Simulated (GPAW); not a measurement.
# Pt (P6_3/mmc) in GPAW: notebook

Aim: see how the results for Pt move with the level of theory and the settings. Levels: PBEsol, PBEsol+D3, PBEsol+D3(BJ). Tasks: relaxation of cell and atoms.

Everything below comes from runs of GPAW 26.7.0. Logs are shortened: lines on timing, memory, paths and dates and some standing lists are left out, and cuts for length are marked. The log counts tension as positive stress, the text compression.

**1. The structure**

Symmetry: P6_3/mmc, No. 194, hexagonal system. The conventional cell has a = 2.761 Å, b = 2.761 Å, c = 4.792 Å, α = 90.00°, β = 90.00°, γ = 120.00°. Around Pt (site symmetry -6m2) lie 12 Pt at 2.76 to 2.88 Å.

This isn't the form of Pt at room conditions, which is fcc.

**2. Relaxation of cell and atoms, PBEsol**

Contents of run.py:

```python
from ase import Atoms
from ase.filters import FrechetCellFilter
from ase.io import write
from ase.optimize import BFGS
from gpaw import GPAW, PW, setup_paths

setup_paths.insert(0, '.')

atoms = Atoms(['Pt', 'Pt'],
              cell=[[2.7606656158, 0.0, 0.0],
                    [-1.3803328079, 2.3908065546, 0.0],
                    [0.0, 0.0, 4.792134]],
              scaled_positions=[[0.3333333333, 0.6666666667, 0.25],
                                [0.6666666667, 0.3333333333, 0.75]],
              pbc=True)

calc = GPAW(mode=PW(600),
            xc='PBEsol',
            kpts={'size': (8, 8, 4), 'gamma': True},
            occupations={'name': 'fermi-dirac', 'width': 0.05},
            nbands=29,
            convergence={'density': 1e-05, 'forces': 0.0001},
            maxiter=150,
            txt='gpaw.txt')
atoms.calc = calc
opt = BFGS(FrechetCellFilter(atoms), trajectory='relax.traj', logfile='-')
done = opt.run(fmax=0.02, steps=60)
calc.write('gs.gpw')
write('result.traj', atoms)
print('Converged:', done)
print('Cell:', atoms.cell.cellpar().round(4))
print('Volume:', round(atoms.get_volume(), 4))
print(atoms.get_scaled_positions().round(5))
```

Potentials or basis: PAW data sets generated in the run's folder for this functional, pw.

Command:

```sh
gpaw-setup -f PBEsol Pt
OMP_NUM_THREADS=1 python run.py
```

gpaw.txt:

```text
__  _  _
 | _ |_)|_||  |
 |__||  | ||/\| - 26.7.0

Input parameters:
  mode=PW(ecut=600.0),
  convergence={'density': 1e-05, 'forces': 0.0001},
  kpts=MonkhorstPack(size=(8, 8, 4), gamma=True),
  maxiter=150,
  nbands=29,
  occupations=Occupations(name='fermi-dirac', width=0.05),
  xc=XC(name='PBEsol')

Diagonalizing LCAO Hamiltonian
Converting LCAO to pw mode

          Pt

        Pt

Atoms  # Å, Bohr magnetons
|   | symbol |         x |        y |        z |    initial magnetic moments |
|---|--------|-----------|----------|----------|-----------------------------|
| 0 |     Pt | -0.000000 | 1.593871 | 1.198033 | ( 0.0000,  0.0000,  0.0000) |
| 1 |     Pt |  1.380333 | 0.796936 | 3.594100 | ( 0.0000,  0.0000,  0.0000) |

Unit cell  # Å
| periodic |         x |        y |        z |  lengths |     angles |
|----------|-----------|----------|----------|----------|------------|
|      yes |  2.760666 | 0.000000 | 0.000000 | 2.760666 |  90.000000 |
|      yes | -1.380333 | 2.390807 | 0.000000 | 2.760666 |  90.000000 |
|      yes |  0.000000 | 0.000000 | 4.792134 | 4.792134 | 120.000000 |

Number of symmetries: 12
Symmetry operations  # r_c * U_cc + t_c -> r_c
|    | kind |            matrix            |
|----|------|------------------------------|
|  0 |  σ   |  1, 1, 0,  0,-1, 0,  0, 0, 1 |
|  1 |  S6  |  1, 1, 0, -1, 0, 0,  0, 0,-1 |
|  2 |  E   |  1, 0, 0,  0, 1, 0,  0, 0, 1 |
|  3 |  C2  |  1, 0, 0, -1,-1, 0,  0, 0,-1 |
|  4 |  C2  |  0, 1, 0,  1, 0, 0,  0, 0,-1 |
|  5 |  C3  |  0, 1, 0, -1,-1, 0,  0, 0, 1 |
|  6 |  S6  |  0,-1, 0,  1, 1, 0,  0, 0,-1 |
|  7 |  σ   |  0,-1, 0, -1, 0, 0,  0, 0, 1 |
|  8 |  σ   | -1, 0, 0,  1, 1, 0,  0, 0, 1 |
|  9 |  i   | -1, 0, 0,  0,-1, 0,  0, 0,-1 |
| 10 |  C3  | -1,-1, 0,  1, 0, 0,  0, 0, 1 |
| 11 |  C2  | -1,-1, 0,  0, 1, 0,  0, 0,-1 |
[... 148 lines left out ...]
|         10 |         7.623 |     2.000 |
|         11 |         7.985 |     2.000 |
|         12 |         7.985 |     2.000 |
|         13 |         9.223 |     2.000 |
|         14 |         9.223 |     2.000 |
|         15 |        10.266 |     2.000 |
[... 8 lines left out ...]
|         24 |        33.917 |     0.000 |
|         25 |        33.917 |     0.000 |
|        ... |               |           |
|         28 |        35.777 |     0.000 |

No gap
No difference between direct/indirect transitions

Stress tensor  # eV/Ang^3
|         x |         y |        z |
|-----------|-----------|----------|
|  0.059628 | -0.000000 | 0.000000 |
| -0.000000 |  0.059628 | 0.000000 |
|  0.000000 |  0.000000 | 0.078327 |

Forces  # eV/Ang
|       x |        y |        z |
|---------|----------|----------|
| 0.00000 | -0.00000 |  0.00000 |  # Pt   0
| 0.00000 |  0.00000 | -0.00000 |  # Pt   1

Interpolating wave functions to new cell

          Pt

        Pt

Atoms  # Å, Bohr magnetons
|   | symbol |         x |        y |        z |    initial magnetic moments |
|---|--------|-----------|----------|----------|-----------------------------|
| 0 |     Pt | -0.000000 | 1.583171 | 1.187480 | ( 0.0000,  0.0000,  0.0000) |
| 1 |     Pt |  1.371067 | 0.791586 | 3.562440 | ( 0.0000,  0.0000,  0.0000) |

Unit cell  # Å
| periodic |         x |        y |        z |  lengths |     angles |
|----------|-----------|----------|----------|----------|------------|
|      yes |  2.742133 | 0.000000 | 0.000000 | 2.742133 |  90.000000 |
|      yes | -1.371067 | 2.374757 | 0.000000 | 2.742133 |  90.000000 |
|      yes |  0.000000 | 0.000000 | 4.749921 | 4.749921 | 120.000000 |

Number of symmetries: 12
Symmetry operations  # r_c * U_cc + t_c -> r_c
|    | kind |            matrix            |
|----|------|------------------------------|
|  0 |  σ   |  1, 1, 0,  0,-1, 0,  0, 0, 1 |
|  1 |  S6  |  1, 1, 0, -1, 0, 0,  0, 0,-1 |
|  2 |  E   |  1, 0, 0,  0, 1, 0,  0, 0, 1 |
|  3 |  C2  |  1, 0, 0, -1,-1, 0,  0, 0,-1 |
|  4 |  C2  |  0, 1, 0,  1, 0, 0,  0, 0,-1 |
|  5 |  C3  |  0, 1, 0, -1,-1, 0,  0, 0, 1 |
|  6 |  S6  |  0,-1, 0,  1, 1, 0,  0, 0,-1 |
|  7 |  σ   |  0,-1, 0, -1, 0, 0,  0, 0, 1 |
|  8 |  σ   | -1, 0, 0,  1, 1, 0,  0, 0, 1 |
|  9 |  i   | -1, 0, 0,  0,-1, 0,  0, 0,-1 |
| 10 |  C3  | -1,-1, 0,  1, 0, 0,  0, 0, 1 |
| 11 |  C2  | -1,-1, 0,  0, 1, 0,  0, 0,-1 |
[... 364 lines left out ...]
|         10 |         8.261 |     2.000 |
|         11 |         8.666 |     2.000 |
|         12 |         8.666 |     2.000 |
|         13 |         9.919 |     2.000 |
|         14 |         9.919 |     2.000 |
|         15 |        11.009 |     2.000 |
[... 8 lines left out ...]
|         24 |        35.027 |     0.000 |
|         25 |        35.027 |     0.000 |
|        ... |               |           |
|         28 |        37.244 |     0.000 |

No gap
No difference between direct/indirect transitions

Stress tensor  # eV/Ang^3
|         x |         y |         z |
|-----------|-----------|-----------|
| -0.012082 | -0.000000 |  0.000000 |
| -0.000000 | -0.012082 | -0.000000 |
|  0.000000 | -0.000000 |  0.010599 |

Forces  # eV/Ang
|        x |        y |        z |
|----------|----------|----------|
|  0.00000 | -0.00000 | -0.00001 |  # Pt   0
| -0.00000 |  0.00000 |  0.00001 |  # Pt   1

Interpolating wave functions to new cell

          Pt

        Pt

Atoms  # Å, Bohr magnetons
|   | symbol |         x |        y |        z |    initial magnetic moments |
|---|--------|-----------|----------|----------|-----------------------------|
| 0 |     Pt | -0.000000 | 1.575144 | 1.172453 | ( 0.0000,  0.0000,  0.0000) |
| 1 |     Pt |  1.364114 | 0.787572 | 3.517366 | ( 0.0000,  0.0000,  0.0000) |
[... 170 lines left out ...]
|         10 |         8.253 |     2.000 |
|         11 |         8.662 |     2.000 |
|         12 |         8.662 |     2.000 |
|         13 |         9.889 |     2.000 |
|         14 |         9.889 |     2.000 |
|         15 |        11.015 |     2.000 |
[... 8 lines left out ...]
|         24 |        34.994 |     0.000 |
|         25 |        34.994 |     0.000 |
|        ... |               |           |
|         28 |        37.189 |     0.000 |

No gap
No difference between direct/indirect transitions

Stress tensor  # eV/Ang^3
|         x |         y |        z |
|-----------|-----------|----------|
| -0.009158 |  0.000000 | 0.000000 |
|  0.000000 | -0.009158 | 0.000000 |
|  0.000000 |  0.000000 | 0.009898 |

Forces  # eV/Ang
|        x |       y |        z |
|----------|---------|----------|
|  0.00000 | 0.00000 |  0.00000 |  # Pt   0
| -0.00000 | 0.00000 | -0.00000 |  # Pt   1

Interpolating wave functions to new cell

          Pt

        Pt

Atoms  # Å, Bohr magnetons
|   | symbol |         x |        y |        z |    initial magnetic moments |
|---|--------|-----------|----------|----------|-----------------------------|
| 0 |     Pt | -0.000000 | 1.582457 | 1.162202 | ( 0.0000,  0.0000,  0.0000) |
| 1 |     Pt |  1.370448 | 0.791228 | 3.486610 | ( 0.0000,  0.0000,  0.0000) |

Unit cell  # Å
| periodic |         x |         y |         z |  lengths |     angles |
|----------|-----------|-----------|-----------|----------|------------|
|      yes |  2.740895 | -0.000000 |  0.000000 | 2.740895 |  90.000000 |
|      yes | -1.370448 |  2.373685 | -0.000000 | 2.740895 |  90.000000 |
|      yes |  0.000000 | -0.000000 |  4.648812 | 4.648812 | 120.000000 |
[... 127 lines left out ...]
SCF iterations
|iter     | |      energy | eigst |  dens |force |
|---------|-|-------------|-------|-------|------|
|iter:   1| |  -14.440822 | -1.47 |       |      |
|iter:   2| |  -14.440027 | -4.65 | -2.29 |      |
|iter:   3| |  -14.434973c| -3.98 | -2.32 |      |
|iter:   4| |  -14.434891c| -5.73 | -2.89 |      |
|iter:   5| |  -14.434900c| -6.80 | -3.46 |      |
|iter:   6| |  -14.434900c| -8.22c| -4.50 |      |
|iter:   7| |  -14.434900c| -7.97c| -4.95 |      |
|iter:   8| |  -14.434900c| -8.70c| -5.76c|      |
|iter:   9| |  -14.434900c| -9.45c| -6.25c|-3.84 |
|iter:  10| |  -14.434900c|-10.04c| -6.72c|-4.75c|

Converged in 10 steps
Energy contributions relative to reference atoms: (reference = -1000471.182002)

Energy contributions:
  Kinetic:         -15.027458
  Coulomb:          11.423018
  Zero:             -1.157029
  External:          0.000000
  Xc:               -9.657034
  Entropy:          -0.032793
  Spinorbit:         0.000000
  ----------------------------
  Free energy:     -14.451296
  Extrapolated:    -14.434900

dipole moment: (0.000001, 0.000001, 0.000002)  # |e|*Ang

Fermi level: 11.849
Eigenvalues  # (at kpt = [0.000, 0.000, 0.000])
| band index |      eig [eV] | occ [0-2] |
|------------|---------------|-----------|
|          0 |       -41.013 |     2.000 |
|        ... |               |           |
|         10 |         8.256 |     2.000 |
|         11 |         8.688 |     2.000 |
|         12 |         8.688 |     2.000 |
|         13 |         9.785 |     2.000 |
|         14 |         9.785 |     2.000 |
|         15 |        11.111 |     2.000 |
[... 8 lines left out ...]
|         24 |        34.909 |     0.000 |
|         25 |        34.909 |     0.000 |
|        ... |               |           |
|         28 |        37.010 |     0.000 |

No gap
No difference between direct/indirect transitions

Stress tensor  # eV/Ang^3
|         x |         y |         z |
|-----------|-----------|-----------|
| -0.000324 |  0.000000 |  0.000000 |
|  0.000000 | -0.000324 | -0.000000 |
|  0.000000 | -0.000000 |  0.000067 |

Forces  # eV/Ang
|        x |       y |        z |
|----------|---------|----------|
|  0.00000 | 0.00000 |  0.00002 |  # Pt   0
| -0.00000 | 0.00000 | -0.00002 |  # Pt   1

# Writing to gs.gpw (mode='')
```

Wall time 84 s (1 thread of Arm Neoverse V1, shared host); peak memory 0.22 GiB.

Results:

| Property | Result |
| --- | --- |
| Free energy | -14.4513 eV |
| Relaxed volume | 15.12 Å³/atom |
| Relaxed cell | a = 2.741 Å, b = 2.741 Å, c = 4.649 Å, α = 90.00°, β = 90.00°, γ = 120.00° |
| Space group after relaxing (to 0.05 Å) | P6_3/mmc (No. 194) |
| Energy gained by relaxing | 26.6 meV/atom |
| Ionic steps | 5 |
| Pressure after relaxing | 0.0 GPa |
| Band gap on the k mesh | none (metal or under the smearing width) |

Step by step:
```
step  energy change (eV)  largest force (eV/Å)  pressure (GPa)  volume (Å³)
   1              0.0000                0.0000          -10.55        31.63
   2             -0.0362                0.0000           -5.40        30.93
   3             -0.0499                0.0000            0.72        30.21
   4             -0.0509                0.0000            0.45        30.23
   5             -0.0533                0.0000            0.03        30.25
```

Final structure:
```yaml
crystal:
  lattice:
    - [2.74090, 0.00000, 0.00000]
    - [-1.37045, 2.37369, 0.00000]
    - [0.00000, 0.00000, 4.64881]
  atoms:
    - { symbol: Pt, position: [0.33333, 0.66667, 0.25000] }
    - { symbol: Pt, position: [0.66667, 0.33333, 0.75000] }
```

Caveat: later steps reuse the first step's grids. The run has no spin-orbit coupling, so splittings on Pt are missing.

[end of part 1 of 2]
